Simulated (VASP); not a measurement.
Wanted: the native input for a VASP 6.6.1 run.

| Quantity | Value |
| --- | --- |
| Task | relaxation of cell and atoms |
| Functional | PBEsol |
| Potentials or basis | VASP PAW PBE potentials, release 64 (Ti_sv, N) |
| Cutoff | 520 eV |
| k mesh | 12 × 12 × 12 |
| Occupations | gaussian, width 0.02 eV |
| Spin | no spin polarisation |
| Further INCAR settings | ALGO = Normal; EDIFF = 1e-07; IBRION = 2; EDIFFG = -0.002; NSW = 80; ISIF = 3 |

The structure of TiN lies in POSCAR:

```
TiN                                     
1.0
    0.0000000000      2.1031001969      2.1031001969
    2.1031001969     -0.0000000000      2.1031001969
    2.1031001969      2.1031001969      0.0000000000
  Ti              N             
     1     1
Direct
     0.0000000000000000    0.0000000000000000    0.0000000000000000
     0.5000000000000000    0.5000000000000000    0.5000000000000000
```

The input as run:

INCAR

```
SYSTEM = TiN
ALGO = Normal ; EDIFF = 1E-7
EDIFFG = -0.002 ; ENCUT = 520
GGA = PS ; IBRION = 2
ISIF = 3 ; ISMEAR = 0
LASPH = .TRUE. ; LCHARG = .FALSE.
LREAL = .FALSE. ; LWAVE = .FALSE.
NELM = 60 ; NSW = 80
PREC = Accurate ; SIGMA = 0.02
```

KPOINTS

```
k-points
0
G
  12 12 12
  0 0 0
```

Potentials or basis: VASP PAW PBE potentials, release 64 (Ti_sv, N).

Launch:

```sh
$ cat potpaw_PBE.64/Ti_sv/POTCAR potpaw_PBE.64/N/POTCAR > POTCAR
$ mpirun -np 1 vasp_std > vasp.out
```

Results of the run:

The pressure after relaxing is 0.0 GPa and the band gap on the k mesh is none (metal or under the smearing width).

Caveat: the relaxation stopped at its first step, so nothing moved; the PAW data sets were made with another functional, which shifts forces and pressure a little.

It took 13 s on 1 thread of Intel(R) Xeon(R) Platinum 8488C (Sapphire Rapids), on a shared host, peak memory 0.15 GiB.
